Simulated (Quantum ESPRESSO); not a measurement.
An input for Quantum ESPRESSO 7.5 (Sr):

pw.in

```
&CONTROL
  calculation = 'scf'
  prefix = 'pwscf'
  outdir = './tmp'
  pseudo_dir = './pseudo'
  tprnfor = .true.
  disk_io = 'nowf'
/
&SYSTEM
  ibrav = 0
  nat = 1
  ntyp = 1
  ecutwfc = 68
  nbnd = 1
  input_dft = 'XC-005I-000I-000I-000I-497L-498L'
  occupations = 'smearing'
  smearing = 'fd'
  degauss = 0.00367493
  nqx1 = 4
  nqx2 = 4
  nqx3 = 4
  ecutfock = 136
  exx_fraction = 0.05
  nosym = .true.
/
&ELECTRONS
  conv_thr = 1d-07
  electron_maxstep = 80
  mixing_beta = 0.5
  adaptive_thr = .true.
/
ATOMIC_SPECIES
Sr    87.6200 Sr_ONCV_PBE-1.2.upf
CELL_PARAMETERS angstrom
   0.0000000000    3.0423500000    3.0423500000
   3.0423500000    0.0000000000    3.0423500000
   3.0423500000    3.0423500000    0.0000000000
ATOMIC_POSITIONS crystal
Sr     0.0000000000    0.0000000000    0.0000000000
K_POINTS automatic
4 4 4 0 0 0
```

Potentials or basis: SG15 PBE 1.2.

Launch:

```bash
$ OMP_NUM_THREADS=1 mpirun -n 2 pw.x -nk 2 -in pw.in > pw.out
```

Question: What does the program do with it?

Answer: The run stopped without a result. It printed:

pw.out:

```text
This program is part of the open-source Quantum ESPRESSO suite
     for quantum simulation of materials; please cite
         "P. Giannozzi et al., J. Phys.:Condens. Matter 21 395502 (2009);
         "P. Giannozzi et al., J. Phys.:Condens. Matter 29 465901 (2017);
         "P. Giannozzi et al., J. Chem. Phys. 152 154105 (2020);
     in publications or presentations arising from this work. More details at

     Message from routine matching_shortIDs:
     WARNING: an LDA/GGA functional has been found, but Libxc GGA/mGGA functionals already include the LDA/GGA terms.

     IMPORTANT: XC functional enforced from input :
     Exchange-correlation= XC-005I-000I-000I-000I-497L-498L
                           (   5   0   0   0   0 497 498)
     EXX-fraction              =        1.00
     Any further DFT definition will be discarded
     Please, verify this is what you really want

     EXX fraction changed:   0.05

 %%%%%%%%%%%%%%%%%%%%%%%%%%%%%%%%%%%%%%%%%%%%%%%%%%%%%%%%%%%%%%%%%%%%%%%%%%%%%%
     Error in routine setup (1):
     too few bands
 %%%%%%%%%%%%%%%%%%%%%%%%%%%%%%%%%%%%%%%%%%%%%%%%%%%%%%%%%%%%%%%%%%%%%%%%%%%%%%

     stopping ...

"abort". This may have caused other processes in the application to be
```
